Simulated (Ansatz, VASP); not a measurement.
## Cross-check of Al36N35 (V_N) between VASP and Ansatz

Wanted: the spread between two codes on one cell, functional and k mesh. The cell is taken from a series of runs on this material, whose earlier steps may have relaxed, scaled, displaced or heated it; both programs get it as it stands.

Calculated with Ansatz 0.2.0; plane waves, with VASP 6.6.1 beside it; single point at r2SCAN.

### 1. Set-up

The cell holds 71 atoms: 36 Al and 35 N. Cell: a = 9.320 Å, b = 9.320 Å, c = 9.957 Å, α = 90.0°, β = 90.0°, γ = 120.0°. It derives from AlN (AlN (P6_3mc)). Nearest the centre at fractional (0.556, 0.444, 0.440): Al18 at 1.85 Å, Al14 at 1.85 Å, Al30 at 1.88 Å, Al17 at 1.89 Å, N52 at 3.00 Å, N65 at 3.01 Å, N53 at 3.04 Å, N64 at 3.05 Å.

As a file:

```cif
data_structure
_symmetry_space_group_name_H-M 'P 1'
_symmetry_Int_Tables_number 1
_cell_length_a 9.3201
_cell_length_b 9.3201
_cell_length_c 9.9571
_cell_angle_alpha 90.000
_cell_angle_beta 90.000
_cell_angle_gamma 120.000
_cell_volume 749.04
loop_
_atom_site_label
_atom_site_type_symbol
_atom_site_fract_x
_atom_site_fract_y
_atom_site_fract_z
_atom_site_occupancy
Al1 Al 0.21956 0.10853 0.24901 1
Al2 Al 0.11164 0.22329 0.49976 1
Al3 Al 0.22266 0.11273 0.74731 1
Al4 Al 0.11052 0.22195 0.99962 1
Al5 Al 0.22216 0.44346 0.25175 1
Al6 Al 0.11094 0.55610 0.50055 1
Al7 Al 0.22181 0.44493 0.75020 1
Al8 Al 0.11025 0.55491 0.00143 1
Al9 Al 0.22109 0.77683 0.24996 1
Al10 Al 0.11133 0.88906 0.50018 1
Al11 Al 0.22191 0.77793 0.75015 1
Al12 Al 0.11060 0.88859 0.99955 1
Al13 Al 0.55417 0.10864 0.24853 1
Al14 Al 0.44241 0.22347 0.49067 1
Al15 Al 0.55550 0.11281 0.74708 1
Al16 Al 0.44274 0.22016 0.99640 1
Al17 Al 0.54708 0.43266 0.25101 1
Al18 Al 0.45649 0.56097 0.50190 1
Al19 Al 0.55685 0.44704 0.74844 1
Al20 Al 0.44401 0.55450 0.00025 1
Al21 Al 0.55530 0.77714 0.24970 1
Al22 Al 0.44334 0.88909 0.49985 1
Al23 Al 0.55573 0.77914 0.75080 1
Al24 Al 0.44355 0.88856 0.99922 1
Al25 Al 0.88815 0.11120 0.25030 1
Al26 Al 0.77685 0.22420 0.50008 1
Al27 Al 0.88865 0.11196 0.74975 1
Al28 Al 0.77673 0.22190 0.99978 1
Al29 Al 0.88614 0.44366 0.25184 1
Al30 Al 0.77429 0.56461 0.50433 1
Al31 Al 0.88955 0.44520 0.75125 1
Al32 Al 0.77541 0.55436 0.00108 1
Al33 Al 0.88714 0.77707 0.25044 1
Al34 Al 0.77796 0.88992 0.50013 1
Al35 Al 0.88978 0.77979 0.75194 1
Al36 Al 0.77730 0.88927 0.00056 1
N37 N 0.21851 0.10880 0.43933 1
N38 N 0.11052 0.22147 0.19042 1
N39 N 0.22077 0.11072 0.93792 1
N40 N 0.11090 0.22296 0.69024 1
N41 N 0.22745 0.44697 0.44240 1
N42 N 0.10945 0.55362 0.19252 1
N43 N 0.22148 0.44454 0.94134 1
N44 N 0.11112 0.55569 0.69093 1
N45 N 0.22164 0.77789 0.44056 1
N46 N 0.10911 0.88637 0.18977 1
N47 N 0.22109 0.77703 0.94068 1
N48 N 0.11164 0.88952 0.69080 1
N49 N 0.55486 0.11122 0.43928 1
N50 N 0.43993 0.21403 0.18506 1
N51 N 0.55483 0.11073 0.93777 1
N52 N 0.44591 0.22619 0.68428 1
N53 N 0.44460 0.55316 0.19256 1
N54 N 0.55410 0.44339 0.93975 1
N55 N 0.44394 0.55667 0.69255 1
N56 N 0.55614 0.78173 0.43936 1
N57 N 0.44325 0.88654 0.18962 1
N58 N 0.55482 0.77740 0.94139 1
N59 N 0.44435 0.88956 0.69027 1
N60 N 0.88885 0.11400 0.44089 1
N61 N 0.77665 0.22155 0.19056 1
N62 N 0.88809 0.11137 0.94049 1
N63 N 0.77817 0.22339 0.69045 1
N64 N 0.88427 0.44762 0.44254 1
N65 N 0.77213 0.55227 0.19403 1
N66 N 0.88801 0.44461 0.94226 1
N67 N 0.78074 0.55772 0.69453 1
N68 N 0.89238 0.78343 0.44001 1
N69 N 0.77737 0.88888 0.19078 1
N70 N 0.88759 0.77743 0.94235 1
N71 N 0.77800 0.88961 0.69114 1
```

### 2. Ansatz: single point, r2SCAN

Ansatz runs on its default PAW (the set named soft_2) files.

A single point gives forces, pressure and levels at one fixed geometry, so differences don't come from the geometry; what else differs is listed under the comparison.

input.yaml reads:

```yaml
crystal:
  checkpoint: "../q0_M1.relax.run"
  host: checkpoint
basis:
  ecutwfc: 500
  xc_grid: 2
hamiltonian:
  xc: r2scan
kpoints:
  mp_grid: { grid: [2, 2, 2], shift: [0.5, 0.5, 0.5] }
magnetization:
  spin_polarized: true
  initial_magnetization: 1
  spin_locking: { lock_magnetization: hard }
scf:
  occupations: { method: fermi_dirac, width: 0.01 }
  max_iter: 60
output:
  forces: true
  eigenvalues: true
  charged_corrections:
    epsilon: [4.48, 4.48, 4.71]
    static_epsilon: [8.13, 8.13, 9.66]
    defect_position: [0.555556, 0.444444, 0.440398]
  eigenstates: { localisation: true }
  populations: true
  efg: {}
checkpoint:
  read: "../q0_M1.relax.run"
  write: "../q0_M1.point.run"
  compress: false
  write_wavefunctions: false
  write_every: 100000
```

On the command line:

```
$ ansatz run input.yaml --threads 4 --pin off --max-ram 7536MiB --backend cpu --events-out ev --progress --plain --runs-dir out
```

Numbers of over 12 decimals in the logs are rounded to 6 here.

The program printed:

```text
Warning: This run holds its total moment fixed (magnetization.spin_locking.lock_magnetization: hard) and mixes its density by anderson or broyden (scf.mixing.algorithm, typed or taken by auto). Slabs with a fixed moment have converged under broyden above another state at the same moment, at the default mixing steps and at smaller ones, and under scf.lower_state_search: standard, light or off a state that such a mixer [...]
crystal.checkpoint: the structure is that of <dir>, a `relax` run, at its step 7: its result, under r2scan at a charge of 0 e; 71 atoms read, 0 with a starting moment; crystal.structure_sha256 for this input is
Engine: ansatz 0.2.0, aarch64-unknown-linux-gnu
Pseudopotentials: kind: paw
Pseudopotential: Al, paw, valence charge 3, recommended cutoff 500 eV (meta_gga), Al.paw.azcp
Pseudopotential: N, paw, valence charge 5, recommended cutoff 500 eV (meta_gga), N.paw.azcp
Functional definition: r2SCAN
  parameter k0 = 0.174
  parameter k1 = 0.065
  parameter a1 = 4.9479
  exchange = r2scan_x(k0 = k0, k1 = k1, a1 = a1)
  correlation = r2scan_c
Crystal: 71 atoms, lattice volume = 749.039 Å³
Basis set: ecut = 500 eV, 18913 PW (Γ), exchange–correlation on 144×144×150 points (8 copies of the dense FFT grid, shifted against one another)
Bands: 213, of which v1, the nominal top of the filled ones, is band 142 counted from 1 (141 counted from 0)
Symmetry: 1 space group operations
Space group: P1 (ITA 1), of the structure as read, at distance tolerance 9.1e-5 Å
Magnetic group: BNS 1.1 (UNI 1), of the structure as read, at distance tolerance 9.1e-5 Å
k-points: 4 of 8 (time reversal used)
Non-local potential: Al, projectors of the file, l = 0: 2, l = 1: 2, l = 2: 1
Non-local potential: N, projectors of the file, l = 0: 2, l = 1: 2, l = 2: 1
PAW form: soft (Blöchl's): semilocal exchange-correlation on the pseudo side does not see the compensation charge
PAW frozen core: Al, regenerated for the run's functional (the file was generated under x = pbe(κ = 0.804, μ = 0.219515), c = pbe(β = 0.066725))
PAW frozen core: N, regenerated for the run's functional (the file was generated under x = pbe(κ = 0.804, μ = 0.219515), c = pbe(β = 0.066725))
PAW one-centre angular grid: Al, 302 points (default); XC on 160 Gauss nodes
PAW one-centre angular grid: N, 302 points (default); XC on 160 Gauss nodes
Initial density: read from a saved state, or passed on in memory by an earlier SCF of this step, an earlier step, the calling program or the single point that the run made first
Stability of the state it starts from, as read at its close in the collinear treatment: not read, because the mixer in use, unlike msr1, does not test its closes by its own steps (another_mixer); its run was given moments
Starting moments: Σ|m| = 1 μB on 71 of 71 sites; this step starts from the density that it was given
Initial wavefunctions: pseudopotential atomic-orbital guess — the wavefunctions supplied were not used: k-point sampling differs
Functional: x = r2scan, c = r2scan; τ floored in thin density (d = 2e-4 eV/Å³)
iter 1 solved again at ethr=6.34e-6 eV; its pass at ethr=3.10e-3 eV (dr2=1.80e-2 eV) is discarded
SCF iter   1: F=—  HF=-33034.137267 eV  |F-HF|=—  |Δ(HF+E_count)|=         —  Δρ=8.74e-4 (↑8.74e-4 ↓8.15e-4)  dr2=1.68e-2  dr2_τ=2.85e-4  dr2_m=5.35e-4  M=1.000 μB ∫|m|=1.185 μB  β_m=1.20  ethr=6.34e-6  ⟨swp⟩=9.1  Hψ=12592  notcnv=0
preconditioner: auto → Resta (q_TF=auto, 2.320 Å⁻¹)  ε∞=3.7  [insulator: Δε(μ)=1.145 eV  Ē_g=14.005 eV  σ=0.010 eV  W_gap=1.00  n_scr=144 (ndim 8)  ℏωp=22.8 eV  f_vac=0.000  D(μ)=0.00/eV (n_scr^D=0)  ε∞_Penn≈3.7]
spin=Collinear: Resta preconditioning applied to the charge; magnetization (m = ρ↑ − ρ↓) channel mixes plain (no charge-response kernel on spin).
SCF iter   2: F=—  HF=-33034.139216 eV  |F-HF|=—  |Δ(HF+E_count)|=   1.95e-3  Δρ=5.67e-4 (↑5.67e-4 ↓5.14e-4)  dr2=7.36e-3  dr2_τ=4.25e-5  dr2_m=7.12e-5  M=1.000 μB ∫|m|=1.187 μB  β_m=1.20  ethr=5.92e-6  ⟨swp⟩=3.4  Hψ=3701  notcnv=0  κ⁻¹=1.0e0(r=1)
SCF iter   3: F=—  HF=-33034.139165 eV  |F-HF|=—  |Δ(HF+E_count)|=   5.05e-5  Δρ=3.01e-4 (↑2.93e-4 ↓3.01e-4)  dr2=2.24e-3  dr2_τ=8.52e-6  dr2_m=4.09e-6  M=1.000 μB ∫|m|=1.190 μB  β_m=1.20  ethr=2.60e-6  ⟨swp⟩=3.5  Hψ=3707  notcnv=0  κ⁻¹=8.3e-2(r=2)
[...]
k-point 1 ↑: bands = [... 138 lower, 6.4621, 6.5600, 7.0503, 10.0510, 11.3987, 11.5192, 12.6727, 12.8187, ... 67 higher]
  k-point 2 ↑: bands = [... 138 lower, 6.5357, 6.5635, 6.9259, 10.2445, 11.4475, 11.5945, 12.5532, 12.7013, ... 67 higher]
  k-point 3 ↓: bands = [... 138 lower, 6.5426, 6.5780, 7.1907, 11.4898, 11.5432, 11.8218, 12.5753, 12.7617, ... 67 higher]
--- Löwdin populations: 71 sites ---
  site symbol       q [e]    m [muB]
     0     Al      1.8479    -0.0016
     1     Al      1.8524     0.0009
     2      N      6.0807     0.0251
     3      N      6.0805     0.0011
     4     Al      1.8521     0.0007
     5     Al      1.8488     0.0004
     6      N      6.0797     0.0019
     7      N      6.0835     0.0002
     8     Al      1.8552     0.0018
     9     Al      1.8529     0.0006
    10      N      6.0617     0.0014
    11      N      6.0778     0.0000
    12     Al      1.8482     0.0065
    13     Al      1.8493     0.0005
    14      N      6.0801     0.0017
    15      N      6.0830     0.0012
    16     Al      1.8481     0.0000
    17     Al      1.8493     0.0107
    18      N      6.0832     0.0003
    19      N      6.0816     0.0007
    20     Al      1.8484     0.0007
    21     Al      1.8483     0.0004
    22      N      6.0812     0.0003
    23      N      6.0808     0.0003
[...]
63     Al      1.8472     0.0022
    64     Al      1.8512     0.0052
    65      N      6.0848     0.0353
    66      N      6.0840     0.0002
    67     Al      1.8472     0.0006
    68     Al      1.8486     0.0001
    69      N      6.0808     0.0010
    70      N      6.0790     0.0020
  spilling = 0.008975 (of n_electrons = 283.000000)
```

The column dr2 measures how far the density is from self-consistency, as an energy; F and HF (Harris–Foulkes) agree once it is small.

### 3. VASP: single point, r2SCAN

The same cell, functional, mesh and smearing now go to VASP, with its own data sets.

Lines of VASP's logs that name or quote its potential files are left out, and so is its time.

INCAR reads:

```
SYSTEM = Al36N35
PREC = Accurate
ENCUT = 580
EDIFF = 1E-06
NELM = 200
ISMEAR = -1
SIGMA = 0.01
LREAL = Auto
ALGO = Normal
METAGGA = R2SCAN
LASPH = .TRUE.
NBANDS = 192
ISPIN = 2
MAGMOM = -0 -0 0 0 0 0 0 0 0 0 0 0 -0 0.02 0 0 0.02 0.02 -0 0 0 0 0 0 0 0 0 0 0 0.03 0 0 0 -0 0 0 0.02 0 0 0 -0 -0 0 0 0 0 0 0 0.02 0.05 0 -0 0 -0 0.02 0.03 0 0 0 0 0 0 0 -0 0 0 0.03 0.03 0 0 0
LORBIT = 11
LWAVE = .FALSE.
LCHARG = .FALSE.
ISIF = 2
ISYM = 0
NUPDOWN = 1
GGA_COMPAT = .FALSE.
LMIXTAU = .TRUE.
KPAR = 4
```

POSCAR reads:

```
Al36N35
1.0
    9.3200881827      0.0000000860      0.0000000000
   -4.6600441658      8.0714330888      0.0000000000
    0.0000000000      0.0000000000      9.9571207050
Al N
36 35
Direct
    0.2195606300      0.1085284094      0.2490111959
    0.1116446584      0.2232905303      0.4997621351
    0.2226627048      0.1127265307      0.7473085502
    0.1105214585      0.2219514817      0.9996153684
    0.2221604060      0.4434590466      0.2517461123
    0.1109428672      0.5561021286      0.5005527002
    0.2218091817      0.4449272333      0.7502031938
    0.1102540550      0.5549071086      0.0014267880
    0.2210935732      0.7768334360      0.2499574601
    0.1113313246      0.8890646481      0.5001829008
    0.2219122813      0.7779304087      0.7501501121
    0.1105968445      0.8885942780      0.9995471929
    0.5541657767      0.1086383036      0.2485342581
    0.4424143304      0.2234711603      0.4906686628
    0.5555019639      0.1128077339      0.7470817557
    0.4427415391      0.2201599210      0.9963966702
    0.5470770661      0.4326639826      0.2510089164
    0.4564927129      0.5609721684      0.5018997908
    0.5568544297      0.4470387655      0.7484439180
    0.4440131840      0.5544981833      0.0002458656
    0.5552974907      0.7771368567      0.2496952535
    0.4433404806      0.8890874407      0.4998528261
    0.5557337182      0.7791431706      0.7507993412
    0.4435502766      0.8885598210      0.9992151333
    0.8881514358      0.1112045942      0.2503049606
    0.7768468352      0.2241964071      0.5000761594
    0.8886472156      0.1119598488      0.7497486507
    0.7767332131      0.2218960636      0.9997782485
    0.8861363559      0.4436605801      0.2518370005
    0.7742876092      0.5646122615      0.5043291008
    0.8895493732      0.4451970680      0.7512462972
    0.7754088879      0.5543564644      0.0010785235
    0.8871355212      0.7770746059      0.2504401128
    0.7779553151      0.8899192535      0.5001322575
    0.8897812291      0.7797871306      0.7519366484
    0.7773000299      0.8892678096      0.0005617606
    0.2185148260      0.1088037468      0.4393261191
    0.1105181333      0.2214740881      0.1904156134
    0.2207713900      0.1107184376      0.9379209926
    0.1108967664      0.2229626575      0.6902362427
    0.2274493194      0.4469651545      0.4424001337
    0.1094543598      0.5536184358      0.1925212569
    0.2214830969      0.4445429921      0.9413434800
    0.1111222600      0.5556901412      0.6909283106
    0.2216367258      0.7778935328      0.4405612483
    0.1091081684      0.8863711916      0.1897730264
    0.2210909889      0.7770315693      0.9406825057
    0.1116403181      0.8895159971      0.6907974180
    0.5548637512      0.1112239829      0.4392769918
    0.4399253201      0.2140277643      0.1850645937
    0.5548279206      0.1107348475      0.9377738760
    0.4459088324      0.2261905724      0.6842775855
    0.4446042143      0.5531583969      0.1925600162
    0.5540987150      0.4433891944      0.9397494446
    0.4439369664      0.5566671551      0.6925537520
    0.5561400617      0.7817268422      0.4393642907
    0.4432546518      0.8865407298      0.1896245152
    0.5548191089      0.7774018558      0.9413936859
    0.4443475645      0.8895644737      0.6902721295
    0.8888471536      0.1139999184      0.4408919129
    0.7766499424      0.2215546885      0.1905606846
    0.8880854775      0.1113739240      0.9404867133
    0.7781668170      0.2233916984      0.6904520318
    0.8842723828      0.4476183803      0.4425436223
    0.7721267835      0.5522653902      0.1940306203
    0.8880055213      0.4446108617      0.9422621882
    0.7807393482      0.5577196893      0.6945305289
    0.8923792659      0.7834314850      0.4400148595
    0.7773746443      0.8888803285      0.1907789612
    0.8875851238      0.7774256936      0.9423495567
    0.7780047487      0.8896105487      0.6911381555
```

KPOINTS reads:

```
Points of the shifted mesh
8
Reciprocal
 0.2500000000  0.2500000000  0.2500000000 1
 0.2500000000  0.2500000000  0.7500000000 1
 0.2500000000  0.7500000000  0.2500000000 1
 0.2500000000  0.7500000000  0.7500000000 1
 0.7500000000  0.2500000000  0.2500000000 1
 0.7500000000  0.2500000000  0.7500000000 1
 0.7500000000  0.7500000000  0.2500000000 1
 0.7500000000  0.7500000000  0.7500000000 1
```

Potentials, in the order of the species: Al and N (PBE family, release 64).

On the command line:

```
$ mpirun -np 8 vasp_std
```

The program printed:

```text
[banner, memory and clock lines left out]
running    8 mpi-ranks, on    1 nodes
[...]
|                                                                             |
|           W    W    AA    RRRRR   N    N  II  N    N   GGGG   !!!           |
|           W    W   A  A   R    R  NN   N  II  NN   N  G    G  !!!           |
|           W    W  A    A  R    R  N N  N  II  N N  N  G       !!!           |
|           W WW W  AAAAAA  RRRRR   N  N N  II  N  N N  G  GGG   !            |
|           WW  WW  A    A  R   R   N   NN  II  N   NN  G    G                |
|           W    W  A    A  R    R  N    N  II  N    N   GGGG   !!!           |
|                                                                             |
|     For optimal performance we recommend to set                             |
|       NCORE = 2 up to number-of-cores-per-socket                            |
|     NCORE specifies how many cores store one orbital (NPAR=cpu/NCORE).      |
|     This setting can greatly improve the performance of VASP for DFT.       |
[...]
|                                                                             |
|     You enforced a specific xc type in the INCAR file but a different       |
|     [... a line on the potential file left out ...]
|     I HOPE YOU KNOW WHAT YOU ARE DOING!                                     |
|                                                                             |

 LDA part: xc-table for (None), standard interpolation
 POSCAR, INCAR and KPOINTS ok, starting setup
[...]
entering main loop
       N       E                     dE             d eps       ncg     rms          rms(c)
DAV:   1     0.114033857574E+04    0.11403E+04   -0.14470E+05  6144   0.150E+03
DAV:   2    -0.678880164054E+03   -0.18192E+04   -0.17386E+04  7616   0.299E+02
DAV:   3    -0.826875918123E+03   -0.14800E+03   -0.14672E+03  7408   0.921E+01
DAV:   4    -0.829339458248E+03   -0.24635E+01   -0.24519E+01  7328   0.124E+01
[...]
DAV:  25    -0.676452942654E+03    0.10003E-05   -0.55365E-07  3640   0.295E-03    0.519E-03
DAV:  26    -0.676452941329E+03    0.13251E-05   -0.29038E-07  3520   0.136E-03    0.118E-03
DAV:  27    -0.676452940973E+03    0.35627E-06   -0.22329E-07  3456   0.122E-03
   1 F= -.67645294E+03 E0= -.67645294E+03  d E =-.114991E-10  mag=     1.0000
```

OUTCAR, selected parts (step 3):

```text
  FREE ENERGIE OF THE ION-ELECTRON SYSTEM (eV)
  ---------------------------------------------------
  free  energy   TOTEN  =      -676.4529409728 eV

  energy  without entropy=     -676.4529409728  energy(sigma->0) =     -676.45294097

 magnetization (x)
# of ion       s       p       d       tot
------------------------------------------
    1       -0.000  -0.001   0.000  -0.001
    2       -0.000  -0.000   0.000  -0.000
    3        0.000   0.000   0.000   0.000
    4        0.000   0.000   0.000   0.000
    5       -0.000  -0.000   0.000  -0.000
    6       -0.000   0.000   0.000   0.000
    7        0.001   0.002   0.000   0.003
    8        0.000   0.000   0.000   0.000
    9        0.000   0.000   0.000   0.000
   10        0.003   0.003   0.000   0.006
   11        0.000   0.000   0.000   0.000
   12        0.000   0.000   0.000   0.000
   13       -0.000  -0.001   0.000  -0.001
[...]
--------------------------------------------------
tot          0.118   0.268   0.000   0.386
```

The run ends at a pressure of -0.38 GPa, with forces up to 0.15 eV/Å.

### 4. Differences

Known differences besides the potentials themselves: VASP starts from the moments at which Ansatz ended; VASP keeps PBE cores, Ansatz makes them for the functional; the cutoff is 500 eV in Ansatz and 580 eV in VASP (PREC = Accurate, projectors in real space); site moments are counted in spheres of each program's own size. Total energies have different zeros and are not compared.

Compared:

```csv
quantity,Ansatz,VASP,difference
"total moment, fixed by the input (μB)",1.00,1.00,0.00
moment on Al30 (μB),0.03,0.05,-0.03
```

Forces on 9 of the 71 atoms, those with the largest forces and the largest differences (eV/Å; atoms numbered as in POSCAR):

```csv
atom,"Ansatz x, y, z","VASP x, y, z"
Al1,"0.046, -0.005, -0.109","0.049, -0.004, -0.108"
Al16,"-0.027, 0.015, -0.005","-0.027, 0.018, 0.010"
Al17,"0.102, -0.058, -0.073","0.102, -0.055, -0.078"
Al18,"-0.030, 0.044, 0.089","-0.038, 0.046, 0.103"
Al30,"-0.027, -0.066, 0.066","-0.016, -0.066, 0.068"
Al32,"-0.024, 0.015, -0.015","-0.024, 0.013, 0.001"
Al33,"0.029, -0.039, -0.093","0.028, -0.041, -0.092"
Al34,"-0.092, 0.041, 0.008","-0.093, 0.045, 0.000"
N55,"-0.114, 0.048, 0.089","-0.111, 0.046, 0.098"
```

The forces differ by 4.0 meV/Å r.m.s., which is 11.0 % of the r.m.s. force of 0.037 eV/Å (both taken over all components).

### 5. What came out

| Item | Value |
| --- | --- |
| r.m.s. force difference (single point, r2SCAN) | 4.0 meV/Å |

The r.m.s. force difference is 4.0 meV/Å (single point, r2SCAN), within the 12 meV/Å picked in this series as the mark of a large difference. How closely two codes agree says nothing of how well the functional describes the real material.

[Lines on the potential files, build, host, timing and source positions are cut from VASP's logs without a mark.]

[Logs are printed without paths, hosts, clocks, repeated set-up lines and the standing remarks that a program may print on its own settings, such as how far it seeks lower states.]

[Hosts, paths, dates, database ids (printed as entryN), source tags and the programs' standing remarks are cut or masked in the printed files.]
